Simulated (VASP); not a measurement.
## Si4W: relaxation of cell and atoms with PBE

The system is Si4W.

```
Si W
1.0
     4.45398    0.00000    0.00000
    -2.22699    3.85726    0.00000
     0.00000    0.00000    4.53140
Si W
4 1
Direct
  0.33333 0.66667 0.81797
  0.33333 0.66667 0.18203
  0.66667 0.33333 0.18203
  0.66667 0.33333 0.81797
  0.00000 0.00000 0.00000
```

The cell was built by a generator and needn't be a form met in nature.

* Program: VASP 6.6.1
* Task: relaxation of cell and atoms
* Functional: PBE
* Potentials or basis: VASP PAW PBE potentials, release 64 (Si, W_sv)
* Cutoff: 600 eV
* k mesh: 7 × 7 × 6
* Occupations: gaussian, width 0.05 eV
* Spin: no spin polarisation
* Further INCAR settings: ALGO = Normal; EDIFF = 1e-07; IBRION = 2; EDIFFG = -0.005; NSW = 60; ISIF = 3

```json
{"Relaxed volume": "15.33 Å³/atom", "Relaxed cell": "a = 4.241 Å, b = 4.241 Å, c = 4.919 Å, α = 90.00°, β = 90.00°, γ = 120.00°", "Space group after relaxing (to 0.05 Å)": "P6/mmm (No. 191)", "Energy gained by relaxing": "2477.1 meV/atom", "Ionic steps": "33", "Pressure after relaxing": "0.0 GPa", "Largest force after relaxing": "0.005 eV/Å", "Band gap on the k mesh": "none (metal or under the smearing width)"}
```

Forces in eV/Å, atoms in the order of the input:
```
Si   0.000  0.000  0.005
Si   0.000  0.000 -0.005
Si   0.000  0.000 -0.005
Si   0.000  0.000  0.005
W    0.000  0.000  0.000
```

Step by step:
```
step  energy change (eV)  largest force (eV/Å)  pressure (GPa)  volume (Å³)
   1              0.0000               26.6595           54.63        77.85
   2            448.2900              702.3388          286.63       136.38
   3             -2.7990               20.1491           24.96        81.61
   4             -3.6182               18.8981           23.56        80.77
   5             -4.8736               17.0227           21.74        79.31
   6             -5.4391               16.0804           21.03        78.58
   7             -5.7060               15.6163           20.75        78.21
   8             -5.8355               15.3892           20.63        78.03
   9             -5.8994               15.2777           20.58        77.94
  10             -5.9311               15.2228           20.55        77.90
  11             -5.9468               15.1955           20.54        77.87
  12             -5.9547               15.1820           20.53        77.86
  13             -5.9587               15.1752           20.53        77.86
  14             -5.9606               15.1719           20.53        77.85
  15             -5.9616               15.1702           20.53        77.85
  16             -5.9621               15.1694           20.53        77.85
  17             -5.9623               15.1690           20.53        77.85
  18             -5.9625               15.1687           20.53        77.85
  19             -5.9625               15.1686           20.53        77.85
  20             -9.2386                3.6869           18.61        92.73
  21             -9.7379                2.8005           13.62        91.66
  22            -10.0849                2.2182            9.83        90.77
  23            -11.7320                1.0963           -6.25        84.86
  24            -12.1952                0.2116           -7.92        81.49
  25            -12.2000                0.1074           -8.21        81.99
  26            -12.2021                0.0016           -8.14        81.80
  27            -12.3480                0.4629            3.14        75.45
  28            -12.3612                0.3364            0.34        76.76
  29            -12.3769                0.2212            0.14        76.71
  30            -12.3808                0.1738           -0.11        76.59
  31            -12.3853                0.0037           -0.01        76.64
  32            -12.3853                0.0115           -0.01        76.64
  33            -12.3853                0.0048            0.02        76.63
```

Final structure:
```
Si W
1.0
     4.24129    0.00000    0.00000
    -2.12065    3.67307    0.00000
     0.00000    0.00000    4.91892
Si W
4 1
Direct
  0.33333 0.66667 0.74676
  0.33333 0.66667 0.25324
  0.66667 0.33333 0.25324
  0.66667 0.33333 0.74676
  0.00000 0.00000 0.00000
```

Levels at points of the mesh, in eV from the Fermi level:
| k point | band 13 | band 14 | band 15 | band 16 | band 17 | band 18 |
| --- | --- | --- | --- | --- | --- | --- |
| (0.00, 0.00, 0.00) | -0.44 | -0.38 | -0.38 | -0.28 | -0.28 | 0.01 |
| (0.00, 0.00, 0.50) | -2.36 | -2.36 | -2.18 | -0.55 | 0.93 | 0.93 |

Wall time 22 min on 1 thread of Intel(R) Xeon(R) Platinum 8375C CPU @ 2.90GHz (Ice Lake) (shared host), peak memory 0.25 GiB.

The run has no spin-orbit coupling, so splittings on W are missing.
